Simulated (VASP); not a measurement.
# Si (Fd-3m) in VASP: further runs

One crystal, Si, is run at these levels: PBE; tasks: single point.

Program: VASP 6.6.1. These are calculated values, not measurements. Logs are shortened: lines on timing, memory, paths and dates and some standing lists are left out, and cuts for length are marked.

## 1. The undisturbed crystal

The structure is cubic, space group Fd-3m (No. 227). The conventional cell has a = 5.444 Å, b = 5.444 Å, c = 5.444 Å, α = 90.00°, β = 90.00°, γ = 90.00°. Si (site symmetry -43m) is surrounded by 4 Si at 2.36 Å.

## 2. Single point, PBE (grid = ENCUT=350 dk=0.45 cell=2x2x2 ISMEAR=0 SIGMA=0.05 LREAL=Auto EDIFF=1e-06)

INCAR

```
SYSTEM = Si
ALGO = Fast ; EDIFF = 1E-6
ENCUT = 350 ; GGA = PE
ISIF = 2 ; ISMEAR = 0
LASPH = .True. ; LCHARG = .False.
LREAL = Auto ; LWAVE = .False.
NBANDS = 38 ; NELM = 120
PREC = Accurate ; SIGMA = 0.05
```

KPOINTS

```
k-points
0
Gamma
  3 3 3
  0 0 0
```

POSCAR

```
Si
1.0
    0.0000000000      5.4437023730      5.4437023730
    5.4437023730      0.0000000000      5.4437023730
    5.4437023730      5.4437023730      0.0000000000
Si
15
Direct
    0.2500000000      0.2500000000      0.7500000000
    0.2500000000      0.7500000000      0.2500000000
    0.2500000000      0.7500000000      0.7500000000
    0.7500000000      0.2500000000      0.2500000000
    0.7500000000      0.2500000000      0.7500000000
    0.7500000000      0.7500000000      0.2500000000
    0.7500000000      0.7500000000      0.7500000000
    0.3750000000      0.3750000000      0.3750000000
    0.3750000000      0.3750000000      0.8750000000
    0.3750000000      0.8750000000      0.3750000000
    0.3750000000      0.8750000000      0.8750000000
    0.8750000000      0.3750000000      0.3750000000
    0.8750000000      0.3750000000      0.8750000000
    0.8750000000      0.8750000000      0.3750000000
    0.8750000000      0.8750000000      0.8750000000
```

Potentials or basis: VASP PAW PBE potentials, release 64 (Si).

Started as:

```bash
$ cat potpaw_PBE.64/Si/POTCAR > POTCAR
$ mpirun -np 1 vasp_std > vasp.out
```

OUTCAR:

```text
SYSTEM = Si
   EDIFF = 1E-6
   ENCUT = 350
   GGA = PE
   ISIF = 2
   ISMEAR = 0
   LASPH = .True.
   LREAL = Auto
   NELM = 120
   PREC = Accurate

 Found      4 irreducible k-points:

 Following reciprocal coordinates:
            Coordinates               Weight
  0.000000  0.000000  0.000000      1.000000
  0.333333  0.000000  0.000000      8.000000
  0.333333  0.333333  0.000000      6.000000
 -0.333333  0.333333  0.000000     12.000000
   k-points           NKPTS =      4   k-points in BZ     NKDIM =      4   number of bands    NBANDS=     38
   number of dos      NEDOS =    301   number of ions     NIONS =     15
   total plane-waves  NPLWV = 110592
   dimension x,y,z NGX =    48 NGY =   48 NGZ =   48
   dimension x,y,z NGXF=    96 NGYF=   96 NGZF=   96
   ions per type =              15
   NGX,Y,Z   is equivalent  to a cutoff of  10.37, 10.37, 10.37 a.u.
   NGXF,Y,Z  is equivalent  to a cutoff of  20.73, 20.73, 20.73 a.u.
 SYSTEM =  Si
   PREC   = accura    normal or accurate (medium, high low for compatibility)
   ISTART =      0    job   : 0-new  1-cont  2-samecut
   ICHARG =      2    charge: 1-file 2-atom 10-const
   ISPIN  =      1    spin polarized calculation?
   LNONCOLLINEAR =      F non collinear calculations
   LSORBIT =      F    spin-orbit coupling
   LASPH  =      T    aspherical Exc in radial PAW
   ENCUT  =  350.0 eV  25.72 Ry    5.07 a.u.  11.74 11.74 11.74*2*pi/ulx,y,z
   NELM   =    120;   NELMIN=  2; NELMDL= -5     # of ELM steps
   EDIFF  = 0.1E-05   stopping-criterion for ELM
   LREAL  =      T    real-space projection
   EDIFFG = 0.1E-04   stopping-criterion for IOM
   NSW    =      0    number of steps for IOM
   IBRION =     -1    ionic relax: 0-MD 1-quasi-New 2-CG
   NFREE  =      0    steps in history (QN), initial steepest desc. (CG)
   ISIF   =      2    stress and relaxation
   ISYM   =      2    0-nonsym 1-usesym 2-fastsym
   POTIM  = 0.5000    time-step for ionic-motion
   TEBEG  =    0.0;   TEEND  =   0.0 temperature during run
   PSTRESS=    0.0 pullay stress
   NELECT =      60.0000    total number of electrons
   NUPDOWN=      -1.0000    fix difference up-down
   EMIN   =  10.00;   EMAX   =-10.00  energy-range for DOS
   EFERMI =   0.00;   METHOD = LEGACY
   ISMEAR =     0;   SIGMA  =   0.05  broadening in eV -4-tet -1-fermi 0-gaus
   EFERMI_NEDOS =   21; number of points for ismear=-14 and -15
   IALGO  =     68    algorithm
   IMIX   =      4    mixing-type and parameters
     AMIX     =   0.40;   BMIX     =  1.00
     AMIX_MAG =   1.60;   BMIX_MAG =  1.00
  volume/ion in A,a.u.               =      21.51       145.15
  Fermi-wavevector in a.u.,A,eV,Ry     =   0.934446  1.765847 11.880462  0.873189
  Thomas-Fermi vector in A             =   2.061252
   LORBIT       =      0    0 simple, 1 ext, 2 COOP (PROOUT), +10 PAW based schemes
   GGA     = PE    functional components
   LHFCALC =     F    Hartree Fock is set to
   AEXX    =    0.0000 exact exchange contribution
   IVDW    =     0    specifies the selected vdW correction
   LEPSILON=     F    determine dielectric tensor
   LRPA    =     F    only Hartree local field effects (RPA)
 non-spin polarized calculation
 RMM-DIIS sequential band-by-band and
 Gauss-broadening in eV      SIGMA  =   0.05
  energy-cutoff  :      350.00
  volume of cell :      322.64
 maximum number of plane-waves:      4813
   NGX = 23   NGY = 23   NGZ = 23

 number of electron      59.9999991 magnetization

 Free energy of the ion-electron system (eV)
  ---------------------------------------------------
  ext. energy  EPLUGINS =         0.00000000
  ---------------------------------------------------
  free energy    TOTEN  =       -78.22895368 eV

  energy without entropy =      -78.22413552  energy(sigma->0) =      -78.22654460

 E-fermi :   5.3291     XC(G=0):  -9.1443

 val. band max:        5.0051168249   @ k =   0.3333   0.3333   0.0000
 cond. band min:       5.3779736733   @ k =  -0.3333   0.3333   0.0000
 fundamental gap:      0.3728568485
 Fermi energy:         5.3290774470

 k-point     1 :       0.0000    0.0000    0.0000
  band No.  band energies     occupation
      1      -6.5908      2.00000
      2      -4.4330      2.00000
      3      -4.4330      2.00000
      4      -4.4330      2.00000
      5      -3.8561      2.00000
      6      -2.6701      2.00000
[... 30 lines left out ...]
     37       6.8242      0.00000
     38       6.8327      0.00000

 k-point     2 :       0.3333    0.0000    0.0000
  band No.  band energies     occupation
      1      -6.2549      2.00000
      2      -5.2467      2.00000
      3      -4.2666      2.00000
      4      -4.2666      2.00000
      5      -4.0204      2.00000
      6      -3.6595      2.00000
[... 30 lines left out ...]
     37       7.3813      0.00000
     38       7.4304      0.00000

 k-point     3 :       0.3333    0.3333    0.0000
  band No.  band energies     occupation
      1      -6.1366      2.00000
      2      -4.8375      2.00000
      3      -4.6644      2.00000
      4      -4.6288      2.00000
      5      -4.6288      2.00000
      6      -3.7615      2.00000
[... 30 lines left out ...]
     37       7.6093      0.00000
     38       8.0549      0.00000

 k-point     4 :      -0.3333    0.3333    0.0000
  band No.  band energies     occupation
      1      -5.7382      2.00000
      2      -5.4438      2.00000
      3      -5.1662      2.00000
      4      -4.4417      2.00000
      5      -4.1491      2.00000
      6      -3.4809      2.00000
[... 30 lines left out ...]
     37       8.2119      0.00000
     38       8.6402      0.00000

------------------------ aborting loop because EDIFF is reached ----------------------------------------

  FORCE on cell =-STRESS in cart. coord.  units (eV):
  Direction    XX          YY          ZZ          XY          YZ          ZX
  --------------------------------------------------------------------------------------
  -------------------------------------------------------------------------------------
  Total       -0.7818658     -0.7818658     -0.7818658      0.0000000      0.0000000      0.0000000
  in kB       -3.8826627     -3.8826627     -3.8826627      0.0000000      0.0000000      0.0000000
  external PRESSURE =      -3.8826627 kB  Pullay stress =       0.0000000 kB

 VOLUME and BASIS-vectors are now :
 -----------------------------------------------------------------------------
  energy-cutoff  :      350.00
  volume of cell :      322.64
      direct lattice vectors                 reciprocal lattice vectors
     0.000000000  5.443702373  5.443702373    -0.091849254  0.091849254  0.091849254
     5.443702373  0.000000000  5.443702373     0.091849254 -0.091849254  0.091849254
     5.443702373  5.443702373  0.000000000     0.091849254  0.091849254 -0.091849254

 POSITION                                       TOTAL-FORCE (eV/Angst)
 -----------------------------------------------------------------------------------
      5.44370      5.44370      2.72185        -0.000000     -0.000000     -0.061939
      5.44370      2.72185      5.44370        -0.000000     -0.061939     -0.000000
      8.16555      5.44370      5.44370         0.061939     -0.000000     -0.000000
      2.72185      5.44370      5.44370        -0.061939     -0.000000     -0.000000
      5.44370      8.16555      5.44370        -0.000000      0.061939     -0.000000
      5.44370      5.44370      8.16555        -0.000000     -0.000000      0.061939
      8.16555      8.16555      8.16555        -0.000000     -0.000000     -0.000000
      4.08278      4.08278      4.08278        -0.095696     -0.095696     -0.095696
      6.80463      6.80463      4.08278         0.095696      0.095696     -0.095696
      6.80463      4.08278      6.80463         0.095696     -0.095696      0.095696
      9.52648      6.80463      6.80463        -0.006544      0.006544      0.006544
      4.08278      6.80463      6.80463        -0.095696      0.095696      0.095696
      6.80463      9.52648      6.80463         0.006544     -0.006544      0.006544
      6.80463      6.80463      9.52648         0.006544      0.006544     -0.006544
      9.52648      9.52648      9.52648        -0.006544     -0.006544     -0.006544
 -----------------------------------------------------------------------------------
    total drift:                                0.000000      0.000000      0.000000

  FREE ENERGIE OF THE ION-ELECTRON SYSTEM (eV)
  ---------------------------------------------------
  free  energy   TOTEN  =       -78.2289536811 eV

  energy  without entropy=      -78.2241355242  energy(sigma->0) =      -78.22654460
```

Wall time 35 s (1 thread of Intel Xeon 6975P-C (Granite Rapids), shared host); peak memory 0.3 GiB.

These settings aren't checked as converged: the numbers below hold their error.

What came out:

```yaml
Free_energy: -78.2290 eV
Pressure: -0.4 GPa
Largest_force: 0.166 eV/Å
Band_gap_on_the_k_mesh: none (metal or under the smearing width)
```

## 3. Single point, PBE (grid = ENCUT=400 dk=0.45 cell=2x2x2 ISMEAR=0 SIGMA=0.05 LREAL=Auto EDIFF=1e-06)

Edit INCAR of step 2 so:

```diff
@@ -2,3 +2,3 @@
 ALGO = Fast ; EDIFF = 1E-6
-ENCUT = 350 ; GGA = PE
+ENCUT = 400 ; GGA = PE
 ISIF = 2 ; ISMEAR = 0
```

KPOINTS is that of step 2.

POSCAR is that of step 2.

Potentials or basis: VASP PAW PBE potentials, release 64 (Si).

Started as:

```bash
$ cat potpaw_PBE.64/Si/POTCAR > POTCAR
$ mpirun -np 1 vasp_std > vasp.out
```

Run time: 50 s. Hardware: 1 thread of Intel Xeon 6975P-C (Granite Rapids), shared host; peak memory 0.32 GiB.

These settings aren't checked as converged: the numbers below hold their error.

What came out:

```
Free energy            : -78.2438 eV
Pressure               : -0.4 GPa
Largest force          : 0.166 eV/Å
Band gap on the k mesh : none (metal or under the smearing width)
```

## 4. Single point, PBE (grid = ENCUT=350 dk=0.35 cell=2x2x2 ISMEAR=0 SIGMA=0.05 LREAL=Auto EDIFF=1e-06)

Edit INCAR of step 3 so:

```diff
@@ -2,3 +2,3 @@
 ALGO = Fast ; EDIFF = 1E-6
-ENCUT = 400 ; GGA = PE
+ENCUT = 350 ; GGA = PE
 ISIF = 2 ; ISMEAR = 0
```

KPOINTS is that of step 3.

POSCAR is that of step 3.

Started as:

```bash
$ cat potpaw_PBE.64/Si/POTCAR > POTCAR
$ mpirun -np 1 vasp_std > vasp.out
```

Wall time 46 s (1 thread of Intel Xeon 6975P-C (Granite Rapids), shared host); peak memory 0.3 GiB.

The run converged, but some of its settings lie outside the range that counts as converged, so its numbers aren't taken as properties of the crystal.

Results:

| Item | Value |
| --- | --- |
| Free energy | -78.2290 eV |
| Pressure | -0.4 GPa |
| Largest force | 0.166 eV/Å |
| Band gap on the k mesh | none (metal or under the smearing width) |

## 5. The reference run

An earlier run on the cell as given: functional PBE; potentials or basis VASP PAW PBE potentials, release 64 (Si); cutoff 520 eV; k mesh 8 × 8 × 8; occupations fermi-dirac, width 0.05 eV; no spin polarisation.

- Pressure: 1.3 GPa
- Band gap on the k mesh: 0.63 eV, indirect (least direct gap 2.56 eV)
